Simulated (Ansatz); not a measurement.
# Wurtzite MgO, cell of 4 atoms

Wanted: energy, pressure and frontier levels of the defect-free cell (PBEsol, HSE06 and r²SCAN).

Program: Ansatz 0.2.0, PAW, plane waves. These are calculated values, not measurements.

## Step 1: The system as built

4 atoms (2 Mg, 2 O); a = 3.302 Å, b = 3.302 Å, c = 5.025 Å, α = 90.00°, β = 90.00°, γ = 120.00°.

Plan of the steps: (2) PBEsol single point at a 8×8×5 mesh, on 7 threads of Arm Neoverse-V2; (3) HSE06 single point at a 8×8×5 mesh, on 7 threads of Arm Neoverse-V2; (4) r²SCAN single point at a 8×8×5 mesh, on 7 threads of Arm Neoverse-V2.

Structure file:

```xyz
4
Lattice="3.3019 0.0000 0.0000 -1.6510 2.8596 0.0000 0.0000 0.0000 5.0248" Properties=species:S:1:pos:R:3 pbc="T T T"
Mg    1.6510    0.9532    2.4604
Mg    0.0000    1.9064    4.9728
O     0.0000    1.9064    1.9414
O     1.6510    0.9532    4.4538
```

## Step 2: PBEsol single point

The input, in.yaml:

```yaml
crystal:
  lattice:
    - [3.301939, 0.000000, 0.000000]
    - [-1.650970, 2.859563, 0.000000]
    - [0.000000, 0.000000, 5.024823]
  atoms:
    - { symbol: Mg, position: [0.666667, 0.333333, 0.489646] }
    - { symbol: Mg, position: [0.333333, 0.666667, 0.989646] }
    - { symbol: O, position: [0.333333, 0.666667, 0.386354] }
    - { symbol: O, position: [0.666667, 0.333333, 0.886354] }
kpoints:
  mp_grid: { grid: [8, 8, 5] }
  band_path: { path: [VBM, CBM], npoints: 2 }
hamiltonian:
  xc: pbesol
scf:
  occupations: { method: fermi_dirac, width: 0.01 }
output:
  forces: true
  eigenvalues: true
  stress: true
  populations: true
```

## Step 3: HSE06 on the same atoms

Edit in.yaml of step 2 so:

```diff
@@ -14,3 +14,3 @@
 hamiltonian:
-  xc: pbesol
+  xc: hse06
 scf:
@@ -20,3 +20,2 @@
   eigenvalues: true
-  stress: true
   populations: true
```

## Step 4: r²SCAN single point

Edit in.yaml of step 3 so:

```diff
@@ -14,3 +14,3 @@
 hamiltonian:
-  xc: hse06
+  xc: r2scan
 scf:
```

Before running it: what results should come out? Wanted: for each run, top filled to lowest empty; gap over the zone; energy; pressure.

The runs gave:

```
 level                     time  top filled to lowest empty (eV)  gap over the zone (eV)  energy (eV/atom)  pressure (GPa)
PBEsol    1.2 s (7 CPU threads)                             3.36                    3.36        -1237.8196           -0.01
 HSE06  4.4 min (7 CPU threads)                             5.09                    5.09        -1247.0801               -
r²SCAN      2 s (7 CPU threads)                             4.16                    4.16        -1249.0532               -
```

At the same k points, PBEsol gives a spacing 1.73 eV smaller and r²SCAN gives a spacing 0.93 eV smaller than the 5.09 eV of HSE06.
